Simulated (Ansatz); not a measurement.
Runs of Ansatz 0.2.0 on Si2Mo. It takes space group P6_222 (No. 180, hexagonal). Conventional cell: a = 4.585 Å, b = 4.585 Å, c = 6.580 Å, α = 90.00°, β = 90.00°, γ = 120.00°. Mo (site symmetry 222) is surrounded by 10 Si at 2.57 to 2.67 Å. Si (site symmetry 2) is surrounded by 5 Si at 2.55 to 2.67 Å and 5 Mo at 2.57 to 2.67 Å. Measurements of this composition are mostly on another form, of space group No. 139.

| task | level | U | cell | k mesh | points for each segment of the path | hubbard projectors | double counting | gap on the mesh (eV) | pressure (GPa) | relaxed volume (Å³/atom) | largest force (eV/Å) |
| --- | --- | --- | --- | --- | --- | --- | --- | --- | --- | --- | --- |
| band structure | PBEsol | - | as given | 7 × 7 × 4 | 10 | - | - | 0.26 | -1.5 | - | 0.04 |
| relaxation of cell and atoms | LDA | - | relaxed | 7 × 7 × 4 | - | - | - | 0.24 | 0.0 | 13.01 | - |
| band structure | RPBE | - | as given | 7 × 7 × 4 | 10 | - | - | 0.28 | (c) | - | - |
| band structure | LDA | - | as given | 7 × 7 × 4 | 10 | - | - | 0.24 | -4.9 | - | (a) |
| relaxation of cell and atoms | PBEsol | - | relaxed | 7 × 7 × 4 | - | - | - | 0.26 | 0.0 | 13.22 | - |
| relaxation of cell and atoms | PBEsol+U | Mo d U = 5 eV | relaxed | 5 × 5 × 3 | - | ortho-atomic (the default) | fll (the default) | (b) | 0.0 | 13.14 | - |

Alike in all rows: potentials or basis Ansatz PAW; no spin polarisation; cutoff (eV) 420; smearing fermi-dirac 0.05 eV.

Fill in the values left out.

(a) 0.05; (b) 1.19; (c) 6.2.

Caveats: the PAW data sets come from PBE, with cores solved anew for the run's functional, which leaves a small shift of forces and pressure; the k mesh misses the band edges, so the gap on the mesh is wider than the one along the path (some runs); odd divisions of the mesh miss points on the zone boundary, where band edges often lie, so the gap on the mesh can be too wide (some runs); the plane-wave basis is chosen anew once the cell has moved, so the energies of steps on either side of that aren't comparable (some runs); the U is typed as a test and isn't derived for this compound (some runs).

A k mesh can miss the band edges, and the runs leave out spin-orbit coupling on Mo.

Runs at the PBE level aren't shown here.
